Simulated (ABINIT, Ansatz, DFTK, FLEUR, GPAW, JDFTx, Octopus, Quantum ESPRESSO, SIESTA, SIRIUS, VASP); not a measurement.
SiC: programs and potentials compared

```
Si C
1.0
     3.07600    0.00000    0.00000
    -1.53800    2.66389    0.00000
     0.00000    0.00000    5.04800
Si C
2 2
Direct
  0.66667 0.33333 0.50000
  0.33333 0.66667 0.00000
  0.66667 0.33333 0.88500
  0.33333 0.66667 0.38500
```

Alike in all runs: task single point; functional PBE; k mesh 10 × 10 × 5; occupations fermi-dirac, width 0.05 eV; no spin polarisation; no spin-orbit coupling. Pressure is positive in compression and, in plane waves, holds the error of the finite cutoff, which Ansatz's Pulay term estimates and takes out.

| program and potentials | plane-wave cutoff (eV) | notes | pressure (GPa) | largest force (eV/Å) |
| --- | --- | --- | --- | --- |
| SIESTA, files PseudoDojo sr-pbe-0.4.1-standard, DZP (energy shift 0.003 Ry) | - | atomic basis | 6.70 | 0.839 |
| SIRIUS, all-electron FP-LAPW, apw+lo standard | - | - | - | 0.753 |
| DFTK, PseudoDojo SR PBE 0.4.1 standard (PBE) | 1116 | - | 3.67 | 0.760 |
| Quantum ESPRESSO, SSSP 1.3 efficiency PBE | 748 | - | 3.90 | 0.758 |
| ABINIT, JTH PAW PBE v2.0 | 517 | - | 3.13 | 0.740 |
| GPAW, GPAW PAW data sets (gpaw-data 1.2.1) | 800 | - | 4.97 | 0.770 |
| FLEUR, all-electron, FLAPW | - | - | - | 0.754 |
| VASP, PBE PAW files C, Si, 520 eV | 520 | - | 3.64 | 0.753 |
| JDFTx, PseudoDojo-SR-PBE-0.5-standard | 1116 | - | 3.66 | 0.760 |
| Octopus, pseudodojo_pbe (PseudoDojo 0.5, PBE) | - | - | - | 0.759 |
| SIRIUS, PseudoDojo 0.4.1 PBE standard (scalar relativistic) | 1127 | - | 3.67 | 0.760 |
| Ansatz, Ansatz PAW (earlier soft set) | 420 | Pulay term of +0.14 GPa included | 3.70 | 0.753 |

Force on atom 3 (C), eV/Å:

```json
{"program and potentials": "SIESTA, files PseudoDojo sr-pbe-0.4.1-standard, DZP (energy shift 0.003 Ry)", "x": "0.000", "y": "0.000", "z": "-0.839"}
{"program and potentials": "SIRIUS, all-electron FP-LAPW, apw+lo standard", "x": "0.000", "y": "0.000", "z": "-0.753"}
{"program and potentials": "DFTK, PseudoDojo SR PBE 0.4.1 standard (PBE)", "x": "0.000", "y": "0.000", "z": "-0.760"}
{"program and potentials": "Quantum ESPRESSO, SSSP 1.3 efficiency PBE", "x": "0.000", "y": "0.000", "z": "-0.758"}
{"program and potentials": "ABINIT, JTH PAW PBE v2.0", "x": "0.000", "y": "0.000", "z": "-0.740"}
{"program and potentials": "GPAW, GPAW PAW data sets (gpaw-data 1.2.1)", "x": "0.000", "y": "0.000", "z": "-0.770"}
{"program and potentials": "FLEUR, all-electron, FLAPW", "x": "0.000", "y": "0.000", "z": "-0.754"}
{"program and potentials": "VASP, PBE PAW files C, Si, 520 eV", "x": "0.000", "y": "0.000", "z": "-0.753"}
{"program and potentials": "JDFTx, PseudoDojo-SR-PBE-0.5-standard", "x": "0.000", "y": "0.000", "z": "-0.760"}
{"program and potentials": "Octopus, pseudodojo_pbe (PseudoDojo 0.5, PBE)", "x": "0.000", "y": "0.000", "z": "-0.759"}
{"program and potentials": "SIRIUS, PseudoDojo 0.4.1 PBE standard (scalar relativistic)", "x": "0.000", "y": "0.000", "z": "-0.760"}
{"program and potentials": "Ansatz, Ansatz PAW (earlier soft set)", "x": "0.000", "y": "0.000", "z": "-0.753"}
```

The pressure spans 3.13 (ABINIT, JTH PAW PBE v2.0) to 6.70 GPa (SIESTA, files PseudoDojo sr-pbe-0.4.1-standard, DZP (energy shift 0.003 Ry)). The pressure on the cell as given of SIESTA, files PseudoDojo sr-pbe-0.4.1-standard, DZP (energy shift 0.003 Ry) lies far from the others; the cause wasn't traced. The atoms of the given cell lie far from their minimum at this level. Rows in atomic bases carry the error of their basis and grid, which can be large.

Differences between rows come from potentials, basis sets and numerical settings, since the functional is the same but for its coding. Runs on potential files found faulty are left out.
